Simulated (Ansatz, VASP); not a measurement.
Sn: VASP beside Ansatz

File INCAR:

```
SYSTEM = Sn
PREC = Accurate
ENCUT = 520
EDIFF = 1E-7
ISMEAR = 0
SIGMA = 0.15
LREAL = .False.
LASPH = .True.
NELM = 60
ALGO = Fast
ISIF = 2
LWAVE = .False.
LCHARG = .False.
GGA = PS
NBANDS = 13
```

Contents of KPOINTS:

```
Automatic mesh
0
Gamma
  18 18 18
  0 0 0
```

POSCAR

```
Sn
1.0
   -1.8946518192      1.8946518192      1.7999192282
    1.8946518192     -1.8946518192      1.7999192282
    1.8946518192      1.8946518192     -1.7999192282
Sn
1
Direct
    0.0000000000      0.0000000000      0.0000000000
```

Input for Ansatz:

```yaml
crystal:
  lattice:
    - [-1.8946518192, 1.8946518192, 1.7999192282]
    - [1.8946518192, -1.8946518192, 1.7999192282]
    - [1.8946518192, 1.8946518192, -1.7999192282]
  atoms:
    - { symbol: Sn, position: [0.0, 0.0, 0.0] }
basis:
  ecutwfc: 420
kpoints:
  mp_grid: { grid: [18, 18, 18] }
hamiltonian:
  xc: pbesol
scf:
  occupations: { method: gaussian, width: 0.15 }
output:
  forces: true
  stress: true
  eigenvalues: true
```

Change from the starting cell: strain -0.0500 x Voigt [0, 0, 1, 0, 0, 0], atoms carried along.

Alike in both runs: task single point; functional PBEsol; k mesh 18 × 18 × 18; occupations gaussian, width 0.15 eV; no spin polarisation.

|  | VASP | Ansatz |
| --- | --- | --- |
| version | VASP 6.6.1 | Ansatz 0.2.0 |
| potentials or method | VASP PAW PBE potentials, release 64 (Sn_d) | scalar-relativistic, plane waves, PAW |
| plane-wave cutoff (eV) | 520 | 420 |
| valence electrons in the cell | 14 | 14 |

```csv
,VASP,Ansatz,Ansatz less VASP
gap on the k mesh at the Fermi level (eV),none,none,-
pressure (GPa),0.7,0.7,+0.02
largest component of the traceless stress (GPa),0.63,0.63,-0.002
```

A gap of «none» marks a metal or a gap that the smearing closes.

Caveats: the PAW data sets were made with another functional, which shifts forces and pressure a little (VASP).
